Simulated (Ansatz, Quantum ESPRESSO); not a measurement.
Given: the input of a run of Quantum ESPRESSO 7.5 on AlNi3. Atoms were shifted at random by some hundredths of an Å from the given cell, which wasn't relaxed again for these runs. The cell is a database's computed one, not the measured one.

pw.in

```
&CONTROL
  calculation = 'scf'
  prefix = 'pwscf'
  outdir = './tmp'
  pseudo_dir = './pseudo'
  tprnfor = .true.
  tstress = .true.
  disk_io = 'nowf'
/
&SYSTEM
  ibrav = 0
  nat = 4
  ntyp = 2
  ecutwfc = 45
  ecutrho = 360
  nbnd = 42
  occupations = 'smearing'
  smearing = 'fd'
  degauss = 0.00367493
  nspin = 2
  starting_magnetization(1) = 0.0556
  starting_magnetization(2) = 0
/
&ELECTRONS
  conv_thr = 8d-10
  electron_maxstep = 120
  mixing_beta = 0.3
/
ATOMIC_SPECIES
Ni    58.6934 ni_pbesol_v1.4.uspp.F.UPF
Al    26.9815 al_pbesol_v1.uspp.F.UPF
CELL_PARAMETERS angstrom
   3.5230547267    0.0000000000    0.0000000000
   0.0000000000    3.5230547267    0.0000000000
   0.0000000000    0.0000000000    3.5230547267
ATOMIC_POSITIONS crystal
Ni     0.5026850000    0.4964100000    0.0135770000
Ni     0.5005900000    0.0062450000    0.4979510000
Ni    -0.0162060000    0.4975420000    0.5045350000
Al    -0.0001420000   -0.0006570000   -0.0019820000
K_POINTS automatic
8 8 8 0 0 0
```

Potentials or basis: GBRV 1.5 PBEsol.

Run with:

```bash
$ OMP_NUM_THREADS=1 mpirun -n 2 pw.x -nk 2 -in pw.in > pw.out
```

Problem. What does the same run look like in Ansatz 0.2.0? Potentials or basis there: all-electron LAPW, scalar-relativistic.

Solution. As run (cutoffs and basis follow the program's own potentials, and thresholds, step limits or extra output files can differ):

Contents of input.yaml:

```yaml
crystal:
  lattice:
    - [3.5230547267, 0.0, 0.0]
    - [0.0, 3.5230547267, 0.0]
    - [0.0, 0.0, 3.5230547267]
  atoms:
    - { symbol: Ni, position: [0.502685, 0.49641, 0.013577], spin: 1.0 }
    - { symbol: Ni, position: [0.50059, 0.006245, 0.497951], spin: 1.0 }
    - { symbol: Ni, position: [-0.016206, 0.497542, 0.504535], spin: 1.0 }
    - { symbol: Al, position: [-0.000142, -0.000657, -0.001982] }
kpoints:
  mp_grid: { grid: [8, 8, 8] }
scf:
  occupations: { method: fermi_dirac, width: 0.05 }
hamiltonian:
  xc: pbesol
  pseudopotentials: { kind: all_electron, lapw: { basis_error: 0.001 } }
magnetization:
  spin_polarized: true
output:
  forces: true
  stress: true
  eigenvalues: true
  populations: true
```

Potentials or basis: all-electron LAPW, scalar-relativistic.

The run is started by

```bash
$ ansatz run input.yaml --threads 4 --pin off --max-ram 12288MiB --backend cpu --events-out ev --progress --plain --runs-dir out
```

Both were run:

|  | Quantum ESPRESSO | Ansatz |
| --- | --- | --- |
| Pressure | -0.2 GPa | -0.2 GPa |
| Largest force | 0.607 eV/Å | 0.605 eV/Å |
| Net moment | 0.67 μB per cell | 0.67 μB per cell |
| Absolute moment | 0.82 μB per cell | 0.82 μB per cell |

Where Ansatz's input types no cutoff or centring, it takes its own default and a Γ-centred mesh.

The magnetic state is the one that the start led to; the real crystal's order can differ.

Pressure is positive in compression.
